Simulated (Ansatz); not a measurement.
CoO:

```
Co O
1.0
     0.00000    2.13150    2.13150
     2.13150    0.00000    2.13150
     2.13150    2.13150    0.00000
Co O
1 1
Direct
  0.00000 0.00000 0.00000
  0.50000 0.50000 0.50000
```

| Quantity | Value |
| --- | --- |
| Program | Ansatz 0.2.0 |
| Task | single point |
| Functional | PBE |
| Potentials or basis | Ansatz PAW |
| Cutoff | 420 eV (not typed: the program's choice for these potentials) |
| k mesh | 11 × 11 × 11 |
| Occupations | fermi-dirac, width 0.05 eV |
| Spin | collinear spin, ferromagnetic start |
| Starting moments | [2.0, 0.0] μB |

On this cell: pressure -1.8 GPa; largest force zero by symmetry; net moment 2.93 μB per cell; site moments Co +2.49; O +0.32 μB; band gap on the k mesh none (metal or under the smearing width).

The same run follows on a disturbed copy (atoms moved at random, drawn with an rms of 0.05 Å):

```
CELL_PARAMETERS angstrom
0.00000 2.13150 2.13150
2.13150 0.00000 2.13150
2.13150 2.13150 0.00000
ATOMIC_POSITIONS crystal
Co 0.99261 0.00830 0.01507
O 0.49712 0.51716 0.49531
```

**Question.** What changes?

**Answer.** The energy (extrapolated to zero smearing) moves by +0.6 meV/atom; pressure -1.7 GPa; largest force 0.054 eV/Å; net moment 2.93 μB per cell; site moments Co +2.48; O +0.32 μB; band gap on the k mesh none (metal or under the smearing width).

Forces in eV/Å, atoms in the order of the input:
```
Co  -0.025 -0.036  0.031
O    0.025  0.036 -0.031
```

Stress tensor (GPa, compression positive):
```
-1.74 -0.07  0.07
-0.07 -1.59  0.09
 0.07  0.09 -1.66
```

Caveats: a cell with one magnetic atom can't hold antiferromagnetic order, which such compounds often take; semilocal functionals often make such compounds metallic where correlation or magnetic order opens a gap, which also shifts bond lengths.
